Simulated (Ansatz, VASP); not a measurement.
# One calculation of Ti3HN3, two programs

```
CELL_PARAMETERS angstrom
3.00286 0.00000 0.00000
-1.50143 2.60055 0.00000
0.00000 0.00000 21.55415
ATOMIC_POSITIONS crystal
N 0.33333 0.66667 0.18558
N 0.00000 0.00000 0.29933
N 0.66667 0.33333 0.41473
Ti 0.66667 0.33333 0.24245
Ti 0.33333 0.66667 0.35751
Ti 0.00000 0.00000 0.46646
H 0.16667 0.33333 0.53649
```

Alike in both runs: functional PBE; k mesh 9 × 9 × 1; occupations gaussian, width 0.1 eV; no spin polarisation.

Ansatz relaxed the structure, and its values are those at the end. VASP's run is a single point on that final structure, the one shown.

|  | VASP | Ansatz |
| --- | --- | --- |
| version | VASP 6.6.1 | Ansatz 0.2.0 |
| potentials or method | VASP PAW PBE potentials, release 64 (N, Ti_sv, H) | scalar-relativistic, plane waves, PAW |
| plane-wave cutoff (eV) | 520 | 420 |
| valence electrons in the cell | 52 | 52 |

Ansatz gave:

```
gap on the k mesh at the Fermi level (eV) : none
rms of the force components (eV/Å)        : 1.571
```

What did VASP give for the same quantities?

gap on the k mesh at the Fermi level (eV): none; rms of the force components (eV/Å): 1.566.

A gap of «none» marks a metal or a gap that the smearing closes. With one functional, cell and mesh, what is left measures potentials, basis and numerics.
